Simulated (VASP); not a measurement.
# Al18H2O in VASP: a series of runs

The runs below take Al18H2O through single point, with PBE.

Program: VASP 6.6.1. These are calculated values, not measurements. Logs are shortened: lines on timing, memory, paths and dates and some standing lists are left out, and cuts for length are marked.

### Step 1. The structure

The cell holds a slab with vacuum, 21 atoms: a = 5.728 Å, b = 8.591 Å, c = 15.677 Å, α = 90.00°, β = 90.00°, γ = 60.00°.

The cell was built by a generator and needn't be a form met in nature.

### Step 2. Single point, PBE

INCAR reads:

```
SYSTEM = Al18H2O
PREC = Accurate
ENCUT = 520
EDIFF = 1E-6
ISMEAR = 0
SIGMA = 0.15
LREAL = Auto
LASPH = .True.
NELM = 100
ALGO = Fast
ISIF = 2
LWAVE = .False.
LCHARG = .True.
GGA = PE
LELF = .True.
LVHAR = .True.
NBANDS = 47
```

KPOINTS reads:

```
regular mesh
0
Gamma
  5 4 1
  0 0 0
```

POSCAR reads:

```
Al18H2O
1.0
    5.7275650000      0.0000000000      0.0000000000
    4.2956740000      7.4403250000      0.0000000000
    0.0000000000      0.0000000000     15.6765370000
Al O H
18 1 2
Direct
    0.1666667000      0.1111111000      0.0637896000
    0.6666667000      0.1111111000      0.0637896000
    0.1666667000      0.4444444000      0.0637896000
    0.6666667000      0.4444444000      0.0637896000
    0.1666667000      0.7777778000      0.0637896000
    0.6666667000      0.7777778000      0.0637896000
   -0.1662890255      0.2221230352      0.2116980818
    0.3328716751      0.2225401919      0.2116055683
   -0.1710663717      0.5562121376      0.2134130295
    0.3346620702      0.5554326198      0.2123188885
   -0.1670993354      0.8881777800      0.2114822893
    0.3346070547      0.8861501494      0.2124529150
    0.0009807317     -0.0017654988      0.3585860294
    0.5002476928     -0.0010206519      0.3588216714
   -0.0006826560      0.3320145029      0.3590823679
    0.5017265969      0.3315609791      0.3592152907
   -0.0004184714      0.6663577975      0.3582534174
    0.4950827661      0.6665345832      0.3722205544
    0.5218483592      0.6588534207      0.5154212807
    0.6686539359      0.5362087772      0.5256631125
    0.5996764421      0.7352926727      0.5270760897
```

Potentials or basis: VASP PAW PBE potentials, release 64 (Al, O, H).

The run is started by

```sh
cat potpaw_PBE.64/Al/POTCAR potpaw_PBE.64/O/POTCAR potpaw_PBE.64/H/POTCAR > POTCAR
mpirun -np 1 vasp_std > vasp.out
```

OUTCAR:

```text
SYSTEM = Al18H2O
   PREC = Accurate
   ENCUT = 520
   EDIFF = 1E-6
   ISMEAR = 0
   LREAL = Auto
   LASPH = .True.
   NELM = 100
   ISIF = 2
   GGA = PE

 ion  position               nearest neighbor table
   1  0.167  0.111  0.064-   8 2.85   7 2.85   3 2.86   5 2.86   6 2.86   4 2.86   2 2.86   2 2.86
                            12 2.87
   2  0.667  0.111  0.064-   8 2.85  11 2.85   7 2.85   6 2.86   4 2.86   5 2.86   3 2.86   1 2.86
                             1 2.86
   3  0.167  0.444  0.064-   8 2.85  10 2.86   1 2.86   2 2.86   4 2.86   4 2.86   6 2.86   5 2.86
                             9 2.88
   4  0.667  0.444  0.064-   7 2.85  10 2.85   9 2.86   2 2.86   1 2.86   3 2.86   3 2.86   5 2.86
                             6 2.86
   5  0.167  0.778  0.064-  11 2.85  12 2.85  10 2.86   1 2.86   2 2.86   6 2.86   6 2.86   4 2.86
                             3 2.86
   6  0.667  0.778  0.064-  11 2.84  12 2.85   2 2.86   1 2.86   5 2.86   5 2.86   3 2.86   4 2.86
                             9 2.87
   7  0.834  0.222  0.212-  15 2.83  16 2.84  13 2.84   1 2.85   4 2.85   2 2.85   9 2.86   8 2.86
                            10 2.86   8 2.87  11 2.87  12 2.88
   8  0.333  0.223  0.212-  16 2.84  15 2.84  14 2.84   3 2.85   1 2.85   2 2.85   7 2.86  10 2.87
                             7 2.87  11 2.87   9 2.88  12 2.89
   9  0.829  0.556  0.213-  17 2.82  15 2.83  12 2.83  10 2.83   7 2.86   4 2.86  11 2.86   6 2.87
                             8 2.88   3 2.88  10 2.89  18 2.99
  10  0.335  0.555  0.212-  17 2.83   9 2.83  12 2.84  16 2.84   4 2.85   5 2.86   3 2.86   7 2.86
                             8 2.87  11 2.87   9 2.89  18 2.99
  11  0.833  0.888  0.211-  17 2.83  13 2.84  14 2.84   6 2.84   5 2.85   2 2.85  12 2.86   9 2.86
                            12 2.86  10 2.87   8 2.87   7 2.87
  12  0.335  0.886  0.212-  13 2.83  14 2.83   9 2.83  10 2.84   5 2.85   6 2.85  11 2.86  11 2.86
                             1 2.87   7 2.88   8 2.89  18 2.99
  13  0.001  0.998  0.359-  12 2.83  11 2.84   7 2.84  18 2.85  17 2.86  16 2.86  14 2.86  15 2.86
                            14 2.86
  14  0.500  0.999  0.359-  12 2.83  11 2.84   8 2.84  17 2.86  16 2.86  13 2.86  13 2.86  15 2.87
                            18 2.88
  15  0.999  0.332  0.359-   9 2.83   7 2.83   8 2.84  16 2.85  13 2.86  14 2.87  17 2.87  16 2.88
                            18 2.89
  16  0.502  0.332  0.359-   7 2.84   8 2.84  10 2.84  15 2.85  14 2.86  13 2.86  18 2.87  15 2.88
                            17 2.88
  17  1.000  0.666  0.358-   9 2.82  10 2.83  11 2.83  18 2.85  13 2.86  14 2.86  15 2.87  16 2.88
                            18 2.90
  18  0.495  0.667  0.372-  19 2.25  17 2.85  13 2.85  16 2.87  14 2.88  15 2.89  17 2.90  10 2.99
                             9 2.99  12 2.99
  19  0.522  0.659  0.515-  21 0.98  20 0.98  18 2.25
  20  0.669  0.536  0.526-  19 0.98
  21  0.600  0.735  0.527-  19 0.98

  LATTYP: Found a simple monoclinic cell.
 ALAT       =     5.7275650000
 B/A-ratio  =     2.7370334514
 C/A-ratio  =     1.3228756151
 COS(beta)  =    -0.1889822093

  Lattice vectors:

 A1 = (   5.7275650000,   0.0000000000,   0.0000000000)
 A2 = (   0.0000000000,   0.0000000000, -15.6765370000)
 A3 = (  -1.4318910000,   7.4403250000,   0.0000000000)

Analysis of symmetry for initial positions (statically):
=====================================================================
 Subroutine PRICEL returns:
 Original cell was already a primitive cell.

 Routine SETGRP: Setting up the symmetry group for a
 simple monoclinic supercell.

 Subroutine GETGRP returns: Found  1 space group operations
 (whereof  1 operations were pure point group operations)
 out of a pool of  4 trial point group operations.

The static configuration has the point symmetry C_1 .

Analysis of symmetry for dynamics (positions and initial velocities):
=====================================================================
 Subroutine PRICEL returns:
 Original cell was already a primitive cell.

 Routine SETGRP: Setting up the symmetry group for a
 simple monoclinic supercell.

 Subroutine GETGRP returns: Found  1 space group operations
 (whereof  1 operations were pure point group operations)
 out of a pool of  4 trial point group operations.

The dynamic configuration has the point symmetry C_1 .

 Subroutine INISYM returns: Found  1 space group operations
 (whereof  1 operations are pure point group operations),
 and found     1 'primitive' translations

----------------------------------------------------------------------------------------

                                     Primitive cell

  volume of cell :     668.0548

  direct lattice vectors                    reciprocal lattice vectors
     5.727565000  0.000000000  0.000000000     0.174594265 -0.100802054  0.000000000
     4.295674000  7.440325000  0.000000000     0.000000000  0.134402731  0.000000000
     0.000000000  0.000000000 15.676537000     0.000000000  0.000000000  0.063789598

  length of vectors
     5.727565000  8.591347462 15.676537000     0.201604096  0.134402731  0.063789598

  position of ions in fractional coordinates (direct lattice)
     0.166666700  0.111111100  0.063789600
     0.666666700  0.111111100  0.063789600
     0.166666700  0.444444400  0.063789600
     0.666666700  0.444444400  0.063789600
     0.166666700  0.777777800  0.063789600
     0.666666700  0.777777800  0.063789600
[... 13 lines left out ...]
     0.668653936  0.536208777  0.525663112
     0.599676442  0.735292673  0.527076090

  ion indices of the primitive-cell ions
   primitive index   ion index
                 1           1
                 2           2
                 3           3
                 4           4
                 5           5
                 6           6
[... 13 lines left out ...]
                20          20
                21          21

----------------------------------------------------------------------------------------

 KPOINTS: regular mesh

Automatic generation of k-mesh.
 Grid dimensions read from file:
 generate k-points for:    5    4    1

 Generating k-lattice:

  Cartesian coordinates                     Fractional coordinates (reciprocal lattice)
     0.034918853 -0.020160411  0.000000000     0.200000000  0.000000000  0.000000000
     0.000000000  0.033600683  0.000000000     0.000000000  0.250000000  0.000000000
     0.000000000  0.000000000  0.063789598     0.000000000  0.000000000  1.000000000

  Length of vectors
     0.040320819  0.033600683  0.063789598

  Shift w.r.t. Gamma in fractional coordinates (k-lattice)
     0.000000000  0.000000000  0.000000000

 Subroutine IBZKPT returns following result:
 ===========================================

 Found     11 irreducible k-points:

 Following reciprocal coordinates:
            Coordinates               Weight
  0.000000  0.000000  0.000000      1.000000
  0.200000  0.000000  0.000000      2.000000
  0.400000  0.000000  0.000000      2.000000
  0.000000  0.250000  0.000000      2.000000
  0.200000  0.250000  0.000000      2.000000
  0.400000  0.250000  0.000000      2.000000
 -0.400000  0.250000  0.000000      2.000000
 -0.200000  0.250000  0.000000      2.000000
  0.000000  0.500000  0.000000      1.000000
  0.200000  0.500000  0.000000      2.000000
  0.400000  0.500000  0.000000      2.000000
   k-points           NKPTS =     11   k-points in BZ     NKDIM =     11   number of bands    NBANDS=     47
   number of dos      NEDOS =    301   number of ions     NIONS =     21
   total plane-waves  NPLWV = 368640
   dimension x,y,z NGX =    48 NGY =   64 NGZ =  120
   dimension x,y,z NGXF=    96 NGYF=  128 NGZF=  240
   ions per type =              18   1   2
   NGX,Y,Z   is equivalent  to a cutoff of  13.93, 12.38, 12.73 a.u.
   NGXF,Y,Z  is equivalent  to a cutoff of  27.86, 24.77, 25.45 a.u.
 SYSTEM =  Al18H2O
   PREC   = accura    normal or accurate (medium, high low for compatibility)
   ISTART =      0    job   : 0-new  1-cont  2-samecut
   ICHARG =      2    charge: 1-file 2-atom 10-const
   ISPIN  =      1    spin polarized calculation?
   LNONCOLLINEAR =      F non collinear calculations
   LSORBIT =      F    spin-orbit coupling
   LASPH  =      T    aspherical Exc in radial PAW
   ENCUT  =  520.0 eV  38.22 Ry    6.18 a.u.  10.65 15.97 29.15*2*pi/ulx,y,z
   NELM   =    100;   NELMIN=  2; NELMDL= -5     # of ELM steps
   EDIFF  = 0.1E-05   stopping-criterion for ELM
   LREAL  =      T    real-space projection
   EDIFFG = 0.1E-04   stopping-criterion for IOM
   NSW    =      0    number of steps for IOM
   IBRION =     -1    ionic relax: 0-MD 1-quasi-New 2-CG
   NFREE  =      0    steps in history (QN), initial steepest desc. (CG)
   ISIF   =      2    stress and relaxation
   ISYM   =      2    0-nonsym 1-usesym 2-fastsym
   POTIM  = 0.5000    time-step for ionic-motion
   TEBEG  =    0.0;   TEEND  =   0.0 temperature during run
   PSTRESS=    0.0 pullay stress
   NELECT =      62.0000    total number of electrons
   NUPDOWN=      -1.0000    fix difference up-down
   EMIN   =  10.00;   EMAX   =-10.00  energy-range for DOS
   EFERMI =   0.00;   METHOD = LEGACY
   ISMEAR =     0;   SIGMA  =   0.15  broadening in eV -4-tet -1-fermi 0-gaus
   EFERMI_NEDOS =   21; number of points for ismear=-14 and -15
   IALGO  =     68    algorithm
   IMIX   =      4    mixing-type and parameters
     AMIX     =   0.40;   BMIX     =  1.00
     AMIX_MAG =   1.60;   BMIX_MAG =  1.00
  volume/ion in A,a.u.               =      31.81       214.68
  Fermi-wavevector in a.u.,A,eV,Ry     =   0.741199  1.400663  7.474710  0.549376
  Thomas-Fermi vector in A             =   1.835783
   LORBIT       =      0    0 simple, 1 ext, 2 COOP (PROOUT), +10 PAW based schemes
   GGA     = PE    functional components
   LHFCALC =     F    Hartree Fock is set to
   AEXX    =    0.0000 exact exchange contribution
   IVDW    =     0    specifies the selected vdW correction
   LEPSILON=     F    determine dielectric tensor
   LRPA    =     F    only Hartree local field effects (RPA)
 non-spin polarized calculation
 RMM-DIIS sequential band-by-band and
 Gauss-broadening in eV      SIGMA  =   0.15
  energy-cutoff  :      520.00
  volume of cell :      668.05
 maximum number of plane-waves:     18019
 NGX is ok and might be reduce to    48
   NGX = 21   NGY = 31   NGZ = 59

 number of electron      61.9999998 magnetization

 Free energy of the ion-electron system (eV)
  ---------------------------------------------------
  ext. energy  EPLUGINS =         0.00000000
  ---------------------------------------------------
  free energy    TOTEN  =       -77.71502328 eV

  energy without entropy =      -77.63414611  energy(sigma->0) =      -77.67458469

 E-fermi :   1.8838     XC(G=0):  -5.9361

 val. band max:        1.8686377942   @ k =   0.2000   0.0000   0.0000
 cond. band min:       1.9052236237   @ k =   0.2000   0.0000   0.0000
 fundamental gap:      0.0365858294
 Fermi energy:         1.8838326078

 k-point     1 :       0.0000    0.0000    0.0000
  band No.  band energies     occupation
      1     -21.5194      2.00000
      2      -9.1860      2.00000
      3      -8.6567      2.00000
      4      -7.0217      2.00000
      5      -6.1026      2.00000
      6      -6.0131      2.00000
[... 35 lines left out ...]
     42       4.1227      0.00000
     43       4.1347      0.00000
[... 418 lines left out ...]
      2      -9.1862      2.00000
      3      -7.8342      2.00000
      4      -7.0460      2.00000
      5      -6.3255      2.00000
      6      -6.2326      2.00000
[... 35 lines left out ...]
     42       4.2206      0.00000
     43       4.2464      0.00000
 [bands above 43 left out]

------------------------ aborting loop because EDIFF is reached ----------------------------------------

  FORCE on cell =-STRESS in cart. coord.  units (eV):
  Direction    XX          YY          ZZ          XY          YZ          ZX
  --------------------------------------------------------------------------------------
  -------------------------------------------------------------------------------------
  Total       -7.5959527     -5.3010188     -0.0976581      0.1330207      0.0155049      0.0181863
  in kB      -18.2171640    -12.7132873     -0.2342108      0.3190199      0.0371849      0.0436157
  external PRESSURE =     -10.3882207 kB  Pullay stress =       0.0000000 kB

 VOLUME and BASIS-vectors are now :
 -----------------------------------------------------------------------------
  energy-cutoff  :      520.00
  volume of cell :      668.05
      direct lattice vectors                 reciprocal lattice vectors
     5.727565000  0.000000000  0.000000000     0.174594265 -0.100802054  0.000000000
     4.295674000  7.440325000  0.000000000     0.000000000  0.134402731  0.000000000
     0.000000000  0.000000000 15.676537000     0.000000000  0.000000000  0.063789598

 POSITION                                       TOTAL-FORCE (eV/Angst)
 -----------------------------------------------------------------------------------
      1.43189      0.82670      1.00000        -0.001730     -0.033467      0.026003
      4.29567      0.82670      1.00000         0.007890     -0.003494     -0.012501
      2.86378      3.30681      1.00000         0.012986      0.036610      0.028323
      5.72757      3.30681      1.00000        -0.012630     -0.017875     -0.003938
      4.29567      5.78692      1.00000        -0.024989      0.004312     -0.020170
      7.15946      5.78692      1.00000         0.018771      0.013856     -0.016821
[... 13 lines left out ...]
      6.13314      3.98957      8.24058        -0.009064     -0.100442      0.012004
      6.59326      5.47082      8.26273         0.055325      0.093735      0.020297
 -----------------------------------------------------------------------------------
    total drift:                               -0.002137      0.002443     -0.010233

  FREE ENERGIE OF THE ION-ELECTRON SYSTEM (eV)
  ---------------------------------------------------
  free  energy   TOTEN  =       -77.7150232778 eV

  energy  without entropy=      -77.6341461091  energy(sigma->0) =      -77.67458469
```

Wall time 13 min (1 thread of Intel Xeon Platinum 8559C (Emerald Rapids), shared host); peak memory 0.84 GiB.

Results:

- Free energy: -77.7150 eV
- Largest force: 0.111 eV/Å
- Band gap on the k mesh: none (metal or under the smearing width)

Forces in eV/Å, atoms in the order of the input:
```
Al  -0.002 -0.033  0.026
Al   0.008 -0.003 -0.013
Al   0.013  0.037  0.028
Al  -0.013 -0.018 -0.004
Al  -0.025  0.004 -0.020
Al   0.019  0.014 -0.017
Al  -0.001  0.000 -0.001
Al   0.000  0.000 -0.001
Al   0.000  0.001  0.000
Al   0.000 -0.001 -0.001
Al   0.000 -0.001 -0.002
Al   0.001  0.003 -0.001
Al   0.002  0.000  0.000
Al  -0.001  0.000  0.002
Al  -0.001 -0.001 -0.002
Al  -0.002 -0.001 -0.002
Al   0.001  0.000  0.001
Al  -0.008  0.000  0.009
O   -0.038  0.008 -0.037
H   -0.009 -0.100  0.012
H    0.055  0.094  0.020
```

### Step 3. Single point, PBE

INCAR reads:

```
ALGO = Fast ; EDIFF = 1E-7
ENCUT = 520 ; GGA = PE
ISIF = 2 ; ISMEAR = 0
LASPH = T ; LCHARG = F
LREAL = Auto ; LWAVE = F
NBANDS = 47 ; NELM = 100
PREC = Accurate ; SIGMA = 0.15
```

KPOINTS reads:

```
k-points
0
Gamma
  5 4 1
```

POSCAR reads:

```
Al18H2O
1.0
    5.7275650000      0.0000000000      0.0000000000
    4.2956740000      7.4403250000      0.0000000000
    0.0000000000      0.0000000000     15.6765370000
Al O H
18 1 2
Direct
    0.1666666600      0.1111111100      0.0637896000
    0.6666666500      0.1111111100      0.0637896000
    0.1666666400      0.4444444500      0.0637896000
    0.6666666300      0.4444444500      0.0637896000
    0.1666666200      0.7777777900      0.0637896000
    0.6666666100      0.7777777900      0.0637896000
   -0.1673281872      0.2202909875      0.2081951365
    0.3410330967      0.2153762517      0.2084807267
   -0.1622514326      0.5531457038      0.2145327039
    0.3346168721      0.5549196661      0.2130255431
   -0.1588345668      0.8803554292      0.2148709210
    0.3388048161      0.8814935017      0.2154048682
   -0.0058919926      0.0064009200      0.3578419546
    0.4967693385      0.0105660162      0.3537676267
    0.0088893455      0.3192558161      0.3525375098
    0.5000709009      0.3378045240      0.3592582817
    0.0092781860      0.6499811843      0.3666326605
    0.5198831425      0.6559266727      0.3669284002
    0.7441093544      0.6836513745      0.4538029150
    1.1730721024      0.7755686463      0.4155623049
    0.8098949202      0.5943721676      0.4997691417
```

Potentials or basis: VASP PAW PBE potentials, release 64 (Al, O, H).

The run is started by

```sh
cat potpaw_PBE.64/Al/POTCAR potpaw_PBE.64/O/POTCAR potpaw_PBE.64/H/POTCAR > POTCAR
mpirun -np 1 vasp_std > vasp.out
```

Run time: 12 min. Hardware: 1 thread of Intel Xeon Platinum 8559C (Emerald Rapids), shared host; peak memory 0.83 GiB.

It converged, with:

```
Free energy            : -77.9214 eV
Largest force          : 0.162 eV/Å
Band gap on the k mesh : none (metal or under the smearing width)
```

Forces on the atoms (eV/Å):
```
Al   0.004 -0.128 -0.098
Al   0.006 -0.066 -0.084
Al  -0.007  0.078  0.014
Al  -0.003  0.064 -0.001
Al  -0.019  0.049  0.109
Al   0.019  0.001  0.061
Al   0.002  0.000  0.004
Al   0.000  0.003 -0.002
Al   0.001  0.001 -0.003
Al   0.002  0.002  0.001
Al   0.003 -0.001  0.001
Al   0.006  0.001  0.004
Al  -0.007 -0.002  0.000
Al   0.002 -0.003  0.004
Al  -0.002  0.000  0.001
Al   0.004 -0.001 -0.004
Al   0.003  0.000 -0.004
Al  -0.002  0.003 -0.003
O   -0.013  0.056 -0.087
H   -0.002 -0.002  0.000
H    0.005 -0.056  0.086
```

Levels at points of the mesh, in eV from the Fermi level:
```
           k point  band 29  band 30  band 31  band 32  band 33  band 34
(0.00, 0.00, 0.00)    -0.48    -0.43    -0.27    -0.22    -0.08     0.18
(0.00, 0.50, 0.00)    -0.96    -0.54    -0.46    -0.21    -0.13     0.16
```
